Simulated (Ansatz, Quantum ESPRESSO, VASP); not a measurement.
CdGeAs2: 3 runs at one level of theory

```
Cd As Ge
1.0
    -2.98887    2.98887    5.66430
     2.98887   -2.98887    5.66430
     2.98887    2.98887   -5.66430
Cd As Ge
2 4 2
Direct
  0.50000 0.50000 0.00000
  0.25000 0.75000 0.50000
  0.09622 0.12500 0.47122
  0.37500 0.90378 0.02878
  0.65378 0.62500 0.52878
  0.87500 0.34622 0.97122
  0.75000 0.25000 0.50000
  0.00000 0.00000 0.00000
```

The cell is a database's computed one, not the measured one.

Alike in all runs: task single point; functional PBEsol; k mesh 6 × 6 × 6; occupations fermi-dirac, width 0.05 eV; no spin polarisation; no spin-orbit coupling. Pressure is positive in compression and, in plane waves, holds the error of the finite cutoff.

```tsv
program and potentials	plane-wave cutoff (eV)	notes	band gap (eV)	pressure (GPa)	largest force (eV/Å)
Ansatz, all-electron LAPW, scalar-relativistic	-	-	0.19	-0.73	0.176
Quantum ESPRESSO, GBRV 1.5 PBEsol	612	-	0.19	-0.50	0.173
VASP, PBE PAW files As, Cd, Ge_d, 520 eV	520	potentials made for PBE	?	?	?
```

Task: Estimate from the other rows what the run with VASP, PBE PAW files As, Cd, Ge_d, 520 eV gave.

Result: Band gap 0.19 eV; pressure -0.50 GPa; largest force 0.170 eV/Å. The other rows, which needn't bracket it: band gap 0.19; pressure -0.73 to -0.50; largest force 0.173 to 0.176.
